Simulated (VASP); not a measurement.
# Ta₂N, surface energy: which settings are enough?

Ta₂N, slab, 15 atoms in the cell. PBEsol; PAW potentials Ta_pv, N (PBE set). VASP 6.6.1.

Wanted: surface energy, atoms not relaxed within 0.02 J/m²; face levels within 0.04 eV.

Crystal: Ta2N, P-3m1; Face: (1 0 0); Starting cell: bulk cell relaxed first with the same functional.

Face levels: vacuum level at each face, counted from the Fermi level.

The series start from vacuum (Å): 12; k spacing (1/Å): 0.25; Smearing SIGMA (eV): 0.1; Cutoff ENCUT (eV): 525; SCF threshold EDIFF (eV): 1e-6; PREC: Accurate; LREAL: .FALSE.; ALGO: Normal; atomic planes: 9. Each series keeps the choices made before it, and each single choice may use up half of a tolerance. Times cover all steps of a run.

## Vacuum (Å)

| Vacuum (Å) | Surface energy, atoms not relaxed (J/m²) | Face levels, largest deviation (eV) | Time (s) |
|---|---|---|---|
| 5 | 3.707 | 0.023 | 47 |
| 7 | 3.816 | 0.035 | 54 |
| 9 | 3.821 | 0.005 | 58 |
| 12 | 3.822 | 0.008 | 86 |
| 15 | 3.822 | 0.001 | 85 |
| 20 (reference) | 3.822 | 0.000 | 117 |

Chosen: 9, the loosest value from which every tighter one stays within half of the tolerance.

## k spacing (1/Å)

| k spacing (1/Å) | Surface energy, atoms not relaxed (J/m²) | Face levels, largest deviation (eV) | Time (s) |
|---|---|---|---|
| 0.6 | 3.622 | 0.030 | 16 |
| 0.45 | 3.810 | 0.019 | 18 |
| 0.35 | 3.832 | 0.029 | 41 |
| 0.25 | 3.821 | 0.007 | 58 |
| 0.2 | 3.822 | 0.005 | 78 |
| 0.15 | 3.824 | 0.011 | 94 |
| 0.12 (reference) | 3.824 | 0.000 | 143 |

Chosen: 0.25.

## Smearing SIGMA (eV)

| Smearing SIGMA (eV) | Surface energy, atoms not relaxed (J/m²) | Face levels, largest deviation (eV) | Time (s) |
|---|---|---|---|
| 0.4 | 3.821 | 0.013 | 62 |
| 0.3 | 3.821 | 0.010 | 56 |
| 0.2 | 3.821 | 0.004 | 53 |
| 0.1 | 3.821 | 0.003 | 58 |
| 0.05 (reference) | 3.821 | 0.000 | 55 |

Chosen: 0.4.

## Cutoff ENCUT (eV)

| Cutoff ENCUT (eV) | Surface energy, atoms not relaxed (J/m²) | Face levels, largest deviation (eV) | Time (s) |
|---|---|---|---|
| 320 | 3.816 | 0.000 | 37 |
| 400 | 3.819 | 0.000 | 40 |
| 460 | 3.820 | 0.000 | 51 |
| 525 | 3.821 | 0.000 | 62 |
| 600 | 3.821 | 0.000 | 101 |
| 725 (reference) | 3.821 | 0.000 | 108 |

Chosen: 320.

## SCF threshold EDIFF (eV)

| SCF threshold EDIFF (eV) | Surface energy, atoms not relaxed (J/m²) | Face levels, largest deviation (eV) | Time (s) |
|---|---|---|---|
| 0.001 | 3.817 | 0.103 | 23 |
| 0.0001 | 3.816 | 0.003 | 31 |
| 1e-5 | 3.816 | 0.000 | 33 |
| 1e-6 | 3.816 | 0.000 | 37 |
| 1e-7 (reference) | 3.816 | 0.000 | 39 |

Chosen: 0.0001.

## PREC

| PREC | Surface energy, atoms not relaxed (J/m²) | Face levels, largest deviation (eV) | Time (s) |
|---|---|---|---|
| Accurate | 3.816 | 0.000 | 31 |
| Normal | 3.815 | 0.002 | 20 |

Chosen: Normal, the fastest of those that stay within half of the tolerance.

## LREAL

| LREAL | Surface energy, atoms not relaxed (J/m²) | Face levels, largest deviation (eV) | Time (s) |
|---|---|---|---|
| .FALSE. | 3.815 | 0.000 | 20 |
| Auto | 3.815 | 0.000 | 23 |

Chosen: .FALSE.; no other choice that stays within half of the tolerance saves 30 % of the time.

## ALGO

| ALGO | Surface energy, atoms not relaxed (J/m²) | Face levels, largest deviation (eV) | Time (s) |
|---|---|---|---|
| Normal | 3.815 | 0.000 | 20 |
| Fast | 3.815 | 0.003 | 18 |
| All | 3.816 | 0.002 | 44 |

Chosen: Normal.

## Atomic planes

| Atomic planes | Surface energy, atoms not relaxed (J/m²) | Face levels, largest deviation (eV) | Time (s) |
|---|---|---|---|
| 6 | 3.834 | 0.073 | 14 |
| 9 | 3.815 | 0.014 | 20 |
| 12 | 3.798 | 0.001 | 29 |
| 15 | 3.807 | 0.003 | 35 |
| 18 | 3.810 | 0.002 | 49 |
| 24 (reference) | 3.812 | 0.000 | 95 |

Chosen: 15.

The choices weren't compared together with a run at all the tightest settings, so their joint error isn't shown.

## The input

INCAR.step1:
```
SYSTEM = Ta2N
ALGO = Normal
EDIFF = 1E-4
ENCUT = 320
GGA = PS
ISMEAR = 1
KPAR = 8
LASPH = .True.
LCHARG = .False.
LREAL = .False.
LWAVE = .False.
NELM = 120
PREC = Normal
SIGMA = 0.4
```

INCAR.step2, as INCAR.step1 but for:
```
+ DIPOL = 0.5 0.5 0.5
+ IDIPOL = 3
+ LDIPOL = .True.
+ LVACPOTAV = .True.
+ LVHAR = .True.
```

KPOINTS.step1:
```
Automatic mesh
0
Gamma
  9 6 20
  0 0 0
```

KPOINTS.step2:
```
Automatic mesh
0
Gamma
  9 6 1
  0 0 0
```

POSCAR.step1:
```
Ta2N
1.0
    3.0793552511      0.0000000000      0.0000000000
    0.0000000000      4.8279250644      0.0000000000
    1.5396776256      0.0000000000      2.6667998747
Ta N
2 1
Direct
    0.3333333300      0.2547110000      0.3333333300
    0.6666666700      0.7469302385      0.6666666700
    0.0000000000      0.0008206192      0.0000000000
```

POSCAR.step2:
```
Ta2N
1.0
    3.0793552511      0.0000000000      0.0000000000
    0.0000000000      4.8279250644      0.0000000000
    0.0000000000      0.0000000000     21.4450660640
Ta N
10 5
Direct
    0.7499999950      0.2547110000      0.2927417685
    0.7500000050      0.7469302385      0.2098384769
    0.2499999950      0.2547110000      0.4170967072
    0.2500000050      0.7469302385      0.3341934155
    0.7499999950      0.2547110000      0.5414516458
    0.7500000050      0.7469302385      0.4585483542
    0.2499999950      0.2547110000      0.6658065845
    0.2500000050      0.7469302385      0.5829032928
    0.7499999950      0.2547110000      0.7901615231
    0.7500000050      0.7469302385      0.7072582315
    0.2500000000      0.0008206192      0.2512901227
    0.7500000000      0.0008206192      0.3756450614
    0.2500000000      0.0008206192      0.5000000000
    0.7500000000      0.0008206192      0.6243549386
    0.2500000000      0.0008206192      0.7487098773
```

Commands (each step's output is kept before the next begins):
```
cat potpaw_PBE.64/Ta_pv/POTCAR potpaw_PBE.64/N/POTCAR > POTCAR
cp INCAR.step1 INCAR
cp KPOINTS.step1 KPOINTS
cp POSCAR.step1 POSCAR
mpirun -np 8 vasp_std > vasp.out
rm WAVECAR CHG
cp INCAR.step2 INCAR
cp KPOINTS.step2 KPOINTS
cp POSCAR.step2 POSCAR
mpirun -np 8 vasp_std > vasp.out
```

Limits: The program found no field-free region, so the vacuum level is rough; the atoms keep their starting positions, so the number serves for convergence, not as the relaxed result.

The chosen input took VASP 6.6.1 35 s on 8 cores (Intel Xeon 6975P-C (Granite Rapids)), a shared host.

## An input that fails: one k point in the plane

It runs to its end, but against the unchanged starting input it is off by 1.416 J/m² in the surface energy, atoms not relaxed, 1.332 eV in the face levels.

k mesh: 9 × 6 × 1 becomes 1 × 1 × 1; k-point spacing in the plane (1/Å): 0.25 becomes 9.

Changes against the starting input:
```
(all steps)
- KPAR = 8
```
